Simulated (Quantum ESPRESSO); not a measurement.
The system is Ca.

```
Ca
1.0
     0.00000    2.79420    2.79420
     2.79420    0.00000    2.79420
     2.79420    2.79420    0.00000
Ca
1
Direct
  0.00000 0.00000 0.00000
```

| Item | Value |
| --- | --- |
| Program | Quantum ESPRESSO 7.5 |
| Task | single point |
| Functional | PBE |
| Potentials or basis | SSSP 1.3 efficiency PBE |
| Cutoff | 748 eV |
| Density cutoff | 5987 eV |
| k mesh | 8 × 8 × 8 |
| Occupations | fermi-dirac, width 0.05 eV |
| Spin | no spin polarisation |

On this cell: pressure -0.6 GPa; band gap on the k mesh none (metal or under the smearing width).

The same run follows on a disturbed copy (cell strained at random at fixed volume):

```
CELL_PARAMETERS angstrom
0.02261 2.80956 2.74477
2.75250 0.03962 2.72775
2.84984 2.88989 -0.05772
ATOMIC_POSITIONS crystal
Ca 0.99927 0.00324 0.99894
```

**Question.** What changes?

**Answer.** The energy (extrapolated to zero smearing) moves by +4.9 meV/atom; pressure -0.5 GPa; band gap on the k mesh none (metal or under the smearing width).

Stress tensor (GPa, compression positive):
```
-0.52 -0.61  0.41
-0.61 -0.63  0.26
 0.41  0.26 -0.48
```
